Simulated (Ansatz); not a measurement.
Here is an Ansatz 0.2.0 calculation.

input.yaml

```yaml
crystal:
  lattice:
    - [2.9460943265, 0.0, 0.0]
    - [-1.4730471633, 2.5513925288, 0.0]
    - [0.0, 0.0, 29.4093]
  atoms:
    - { symbol: Ag, position: [0.0, 0.0, 0.2550213708] }
    - { symbol: Ag, position: [0.6666666667, 0.3333333333, 0.336637716] }
    - { symbol: Ag, position: [0.3333333334, 0.6666666667, 0.4182540611] }
    - { symbol: Ag, position: [0.6666666667, 0.3333333333, 0.5] }
    - { symbol: Ag, position: [0.3333333334, 0.6666666667, 0.5816163452] }
    - { symbol: Ag, position: [0.0, 0.0, 0.6632326903] }
    - { symbol: Ag, position: [0.3333333334, 0.6666666667, 0.7449786292] }
hamiltonian:
  xc: pbe
  pseudopotentials: { kind: paw }
kpoints:
  mp_grid: { grid: [10, 10, 1] }
scf:
  occupations: { method: fermi_dirac, width: 0.05 }
output:
  forces: true
  eigenvalues: true
efield:
  axis: 3
  dipole_correction: true
  ramp_width: 0.04
```

Potentials or basis: Ansatz PAW.

The run is started by

```sh
$ ansatz run input.yaml --threads 4 --pin off --max-ram 11264MiB --backend cpu --events-out ev --progress --plain --runs-dir out
```

Q: What does it give for the work function of the lower face?

A: 4.33 eV.

Q: Predict the work function of the upper face.

A: 4.33 eV.

Forces on the atoms (eV/Å):
```
Ag   0.000  0.000  0.111
Ag   0.000  0.000  0.025
Ag   0.000  0.000 -0.052
Ag   0.000  0.000  0.003
Ag   0.000  0.000  0.050
Ag   0.000  0.000 -0.032
Ag   0.000  0.000 -0.105
```
